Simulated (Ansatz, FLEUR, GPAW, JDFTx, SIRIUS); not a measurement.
## Fitting the PBEsol energy curve of ZnS

Space group F-43m (No. 216). a = 5.404 Å, b = 5.404 Å, c = 5.404 Å, α = 90.00°, β = 90.00°, γ = 90.00°
```tsv
atom	site	symmetry	x	y	z
Zn	4c	-43m	0.2500	0.2500	0.2500
S	4a	-43m	0.0000	0.0000	0.0000
```

The cell was scaled at fixed shape and fractions and run with Ansatz, all-electron LAPW, scalar-relativistic; PBEsol, k mesh 9 × 9 × 9 on the cell of 2 atoms, fermi-dirac occupations of 0.05 eV, no spin polarisation, no spin-orbit coupling. Energies are those that the program minimises, any entropy of the smearing included.

```csv
V (Å³/atom),energy over the lowest row (meV/atom)
18.5432,5.91
18.9377,?
19.3322,0.00
19.7268,3.06
20.1213,9.57
20.5158,19.16
20.9104,31.51
```

Fit the third-order Birch-Murnaghan form, give V0, B0 and B′, and predict the energy left open.

With y = (V0/V)^(2/3), E = E0 + (9 V0 B0/16) [(y - 1)³ B′ + (y - 1)² (6 - 4y)]. Least squares through the rows shown give V0 = 19.2111 Å³/atom, E0 = -0.19 meV, B0 = 78.87 GPa (1 eV/Å³ = 160.218 GPa) and B′ = 4.47, with a largest miss of 0.00 meV. At V = 18.9377 the form with these constants gives 0.79 meV; the run gave 0.80 meV an atom. Other set-ups at this level, from all their volumes (Å³/atom, GPa): FLEUR, all-electron, FLAPW: V0 19.213, B0 78.84; GPAW, PAW data sets generated for this functional: V0 19.223, B0 79; JDFTx, PseudoDojo-SR-PBEsol-0.4.1-standard with smoothed tails: V0 19.196, B0 78.82; SIRIUS, all-electron FP-LAPW, apw+lo standard: V0 19.197, B0 80.53. Measured volume: 19.78 Å³/atom at 300 K (a printed reference work), so the fit lies -2.9 % from it. The runs are for a static lattice.
